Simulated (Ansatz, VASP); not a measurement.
Two plane-wave programs on W

File POSCAR:

```
W
1.0
    0.0000000000      2.0300000000      2.0300000000
    2.0300000000      0.0000000000      2.0300000000
    2.0300000000      2.0300000000      0.0000000000
W
1
Direct
    0.0000000000      0.0000000000      0.0000000000
```

INCAR.step1

```
ALGO = Normal
EDIFF = 1E-4
ENCUT = 520
GGA = PE
ISMEAR = -1
LASPH = T
LCHARG = F
LREAL = F
LWAVE = T
NBANDS = 13
NELM = 60
PREC = Accurate
SIGMA = 0.05
```

The input INCAR.step2:

```
ALGO = Normal
EDIFF = 1E-7
ENCUT = 520
ISIF = 2
ISMEAR = -1
ISTART = 1
LASPH = T
LCHARG = F
LMIXTAU = T
LREAL = F
LWAVE = F
METAGGA = R2SCAN
NBANDS = 13
NELM = 60
PREC = Accurate
SIGMA = 0.05
```

File KPOINTS:

```
k-points
0
Gamma
  6 6 6
```

Contents of input.yaml:

```yaml
crystal:
  lattice:
    - [0.0, 2.03, 2.03]
    - [2.03, 0.0, 2.03]
    - [2.03, 2.03, 0.0]
  atoms:
    - { symbol: W, position: [0.0, 0.0, 0.0] }
hamiltonian:
  xc: r2scan
  pseudopotentials: { kind: paw }
kpoints:
  mp_grid: { grid: [6, 6, 6] }
  band_path:
    path:
      - [[0.0, 0.0, 0.0], [0.5, 0.0, 0.5], [0.5, 0.25, 0.75], [0.375, 0.375, 0.75], [0.0, 0.0, 0.0], [0.5, 0.5, 0.5], [0.625, 0.25, 0.625], [0.5, 0.25, 0.75], [0.5, 0.5, 0.5], [0.375, 0.375, 0.75]]
      - [[0.625, 0.25, 0.625], [0.5, 0.0, 0.5]]
    npoints: 14
scf:
  occupations: { method: fermi_dirac, width: 0.05 }
  n_extra_bands: 6
output:
  forces: true
  stress: true
  eigenvalues: true
  fatbands: false
```

This isn't the form of W at room conditions, which is bcc.

Alike in both runs: functional r2SCAN; k mesh 6 × 6 × 6; occupations fermi-dirac, width 0.05 eV; no spin polarisation.

|  | VASP | Ansatz |
| --- | --- | --- |
| version | VASP 6.6.1 | Ansatz 0.2.0 |
| potentials or method | VASP PAW PBE potentials, release 64 (W_sv) | Ansatz PAW |
| plane-wave cutoff (eV) | 520 | 500 |
| valence electrons in the cell | 14 | 14 |
| task | single point | band structure |

|  | VASP | Ansatz | Ansatz less VASP |
| --- | --- | --- | --- |
| gap on the k mesh at the Fermi level (eV) | none | none | - |
| pressure (GPa) | -6.4 | -7.5 | -1.08 |

A gap of «none» marks a metal or a gap that the smearing closes. With one functional, cell and mesh, what is left measures potentials, basis and numerics.

Caveats: the k mesh is coarse (spacing up to 0.45 Å⁻¹), so the values aren't converged; the PAW data sets were made with another functional, which shifts forces and pressure a little (VASP); spin-orbit coupling is left out, which moves the levels of the heavy elements (Ansatz); the PAW data sets come from PBE, with cores solved anew for the run's functional, which leaves a small shift of forces and pressure (Ansatz). Spin-orbit coupling is left out, which matters for the levels of W.
